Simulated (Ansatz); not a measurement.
**Cu₂O at a changed volume: Electric field gradients**

The cell is an entry of the Crystallography Open Database (COD), relaxed with PBE at fixed cell and then changed (volume scaled by 0.96, ions relaxed).

```xyz
6
Lattice="4.2108 0.0000 0.0000 0.0000 4.2108 0.0000 0.0000 0.0000 4.2108" Properties=species:S:1:pos:R:3 pbc="T T T"
Cu    1.0527    1.0527    1.0527
Cu    1.0527    3.1581    3.1581
Cu    3.1581    3.1581    1.0527
Cu    3.1581    1.0527    3.1581
O     0.0000    0.0000    0.0000
O     2.1054    2.1054    2.1054
```

Atom numbers follow the list; atoms alike are taken as one site, whose name carries the number of the first.

Computed with Ansatz: DFT, PBE, plane waves and PAW, scalar-relativistic, 420 eV cutoff, Γ-centred 7×7×7 k-points, Fermi–Dirac smearing 0.02 eV.

Conventions: |V_zz| ≥ |V_yy| ≥ |V_xx|, η = (V_xx − V_yy)/V_zz, C_Q = eQV_zz/h. Directions are in the Cartesian axes of the cell vectors above, for the atom listed; none is given where the gradient is under 0.02 or η is above 0.95.

```
site  first atom                first shell  V_zz (10²¹ V/m²)     η  direction of V_zz (x, y, z)
  Cu           1  2 O at 1.82 Å, angle 180°             -5.97  0.00               0.58 0.58 0.58
   O           5             4 Cu at 1.82 Å              0.00     –                            –
```

An axis of threefold or higher order runs through Cu, so V_zz lies along it and η is zero. O sits on a cubic site, where every gradient vanishes.

Semilocal functionals underestimate gradients at Cu(I) with two or three neighbours, in Cu₂O by a fifth to nearly a half. At this changed cell the PBE pressure is 8 GPa.
